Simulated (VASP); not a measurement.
Ru:

```
CELL_PARAMETERS angstrom
-1.50369 1.50369 1.50369
1.50369 -1.50369 1.50369
1.50369 1.50369 -1.50369
ATOMIC_POSITIONS crystal
Ru 0.00000 0.00000 0.00000
```

This isn't the form of Ru at room conditions, which is hcp.

* Program: VASP 6.6.1
* Task: relaxation of cell and atoms
* Functional: r2SCAN
* Potentials or basis: VASP PAW PBE potentials, release 64 (Ru_pv)
* Cutoff: 600 eV
* k mesh: 20 × 20 × 20
* Occupations: gaussian, width 0.1 eV
* Spin: no spin polarisation

At the start: pressure 9.4 GPa; volume 13.60 Å³/atom.

**Question.** How do energy, volume and symmetry change on relaxing?

**Answer.** Over 4 steps the energy falls by 11.2 meV/atom and the volume is 13.99 Å³/atom (+2.9 %); space group Im-3m (No. 229, to 0.05 Å).

Step by step:
| step | energy change (eV) | largest force (eV/Å) | pressure (GPa) | volume (Å³) |
| --- | --- | --- | --- | --- |
| 1 | 0.0000 | 0.0000 | 9.38 | 13.60 |
| 2 | 0.0771 | 0.0000 | -21.06 | 15.23 |
| 3 | -0.0111 | 0.0000 | -0.29 | 14.01 |
| 4 | -0.0112 | 0.0000 | -0.01 | 13.99 |

Final structure:
```cif
data_structure
_symmetry_space_group_name_H-M 'P 1'
_symmetry_Int_Tables_number 1
_cell_length_a 2.6294
_cell_length_b 2.6294
_cell_length_c 2.6294
_cell_angle_alpha 109.471
_cell_angle_beta 109.471
_cell_angle_gamma 109.471
_cell_volume 13.99
loop_
_atom_site_label
_atom_site_type_symbol
_atom_site_fract_x
_atom_site_fract_y
_atom_site_fract_z
_atom_site_occupancy
Ru1 Ru 0.00000 0.00000 0.00000 1
```

Caveat: the PAW data sets were made with another functional, which shifts forces and pressure a little.
